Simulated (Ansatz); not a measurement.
Relaxed GeO2 (rutile):

```
CELL_PARAMETERS angstrom
      4.48750     0.00000     0.00000
      0.00000     4.48750     0.00000
      0.00000     0.00000     2.90497
ATOMIC_POSITIONS crystal
  Ge 0.00000 0.00000 0.00000
  Ge 0.50000 0.50000 0.50000
  O  0.30714 0.30714 0.00000
  O  0.80714 0.19286 0.50000
  O  0.19286 0.80714 0.50000
  O  0.69286 0.69286 0.00000
```

The numbers are results of PBE (plane waves to 420 eV, PAW, scalar-relativistic; Ansatz, a program for electronic structure), not measurements. k mesh 6×6×9 (Γ-centred), Fermi-Dirac smearing 0.05 eV. GeO2 was relaxed with its symmetry unable to fall.

One atom of the cell was then moved (with its periodic images), all else fixed, and the forces (eV/Å) came out as:

```tsv
atom	Fx	Fy	Fz
Ge1	1.299	-0.678	0.000
Ge2	2.011	-3.465	0.000
O3	-0.262	-0.365	0.000
O4	1.234	-0.968	0.000
O5	-7.034	5.528	0.000
O6	2.752	-0.053	0.000
```

Question: Which atom was moved, and by which vector (Å)?

Answer: O5, by (0.46, 0.00, 0.00), 0.46 Å in all.

(For displaced atoms, the force is minus the slope of the energy, and its curvature is a force constant, which sets phonon frequencies.)
